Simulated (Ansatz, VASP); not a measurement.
One calculation of CdS, two programs

```xyz
2
Lattice="0.0000 2.9430 2.9430 2.9430 0.0000 2.9430 2.9430 2.9430 0.0000" Properties=species:S:1:pos:R:3 pbc="T T T"
Cd    0.0000    0.0000    0.0000
S     1.4715    1.4715    1.4715
```

Alike in both runs: task single point; functional PBE; k mesh 4 × 4 × 4; occupations gaussian, width 0.1 eV; no spin polarisation; Hubbard terms Cd d U = 1.3 eV.

|  | VASP | Ansatz |
| --- | --- | --- |
| version | VASP 6.6.1 | Ansatz 0.2.0 |
| potentials or method | VASP PAW PBE potentials, release 64 (Cd, S) | scalar-relativistic, plane waves, PAW |
| plane-wave cutoff (eV) | 520 | 517 |
| valence electrons in the cell | 18 | 26 |

Ansatz gave:

```
gap on the k mesh at the Fermi level (eV) : 1.12
least direct gap on the mesh (eV)         : 1.12
pressure (GPa)                            : 1.4
```

**Question.** Estimate VASP's values.

**Answer.** gap on the k mesh at the Fermi level (eV): 1.15; least direct gap on the mesh (eV): 1.15; pressure (GPa): 1.5.

The programs project onto different local orbitals, so the same U acts differently. The two sets of potentials don't hold the same shells in valence.

Caveats: the k mesh is coarse (spacing up to 0.46 Å⁻¹), so the values aren't converged.
